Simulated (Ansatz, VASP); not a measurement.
One calculation of BN, two programs

Contents of INCAR:

```
  PREC = Accurate
  ENCUT = 520
  EDIFF = 1E-6
  ISMEAR = 0
  SIGMA = 0.03
  LREAL = F
  LASPH = T
  NELM = 60
  ALGO = Fast
  ISIF = 2
  LWAVE = F
  LCHARG = T
  GGA = PE
  LELF = T
  LVHAR = T
  NBANDS = 11
```

Contents of KPOINTS:

```
regular mesh
0
Gamma
  13 13 13
```

Contents of POSCAR:

```
BN
1.0
    0.0000000000      1.8130010000      1.8130010000
    1.8130010000      0.0000000000      1.8130010000
    1.8130010000      1.8130010000      0.0000000000
N B
1 1
Direct
    0.2500000000      0.2500000000      0.2500000000
    0.0000000000      0.0000000000      0.0000000000
```

File input.yaml:

```yaml
crystal:
  lattice:
    - [0.0, 1.813001, 1.813001]
    - [1.813001, 0.0, 1.813001]
    - [1.813001, 1.813001, 0.0]
  atoms:
    - { symbol: "N", position: [0.25, 0.25, 0.25] }
    - { symbol: B, position: [0.0, 0.0, 0.0] }
hamiltonian:
  xc: pbe
  pseudopotentials: { kind: paw }
kpoints:
  mp_grid: { grid: [13, 13, 13] }
scf:
  occupations: { method: gaussian, width: 0.03 }
output:
  forces: true
  stress: true
  eigenvalues: true
  write_density: true
  write_potential: true
  elf: true
  volumetric_format: npy
```

The cell is a database's computed one.

Alike in both runs: task single point; functional PBE; k mesh 13 × 13 × 13; occupations gaussian, width 0.03 eV; no spin polarisation.

```csv
,VASP,Ansatz
version,VASP 6.6.1,Ansatz 0.2.0
potentials or method,"VASP PAW PBE potentials, release 64 (N, B)",Ansatz PAW
plane-wave cutoff (eV),520,420
valence electrons in the cell,8,8
```

```tsv
	VASP	Ansatz	Ansatz less VASP
gap on the k mesh at the Fermi level (eV)	4.52	4.54	+0.012
least direct gap on the mesh (eV)	8.78	8.79	+0.011
pressure (GPa)	-0.2	-0.4	-0.23
```

With one functional, cell and mesh, what is left measures potentials, basis and numerics.

Caveats: an odd mesh through Γ misses points on the zone boundary, where band edges often lie (VASP); odd divisions of the mesh miss points on the zone boundary, where band edges often lie, so the gap on the mesh can be too wide (Ansatz); the pressure holds a Pulay correction of +1.1 GPa for the finite cutoff (Ansatz). Expect the measured gap to be larger: semilocal functionals such as PBE lack the derivative discontinuity.
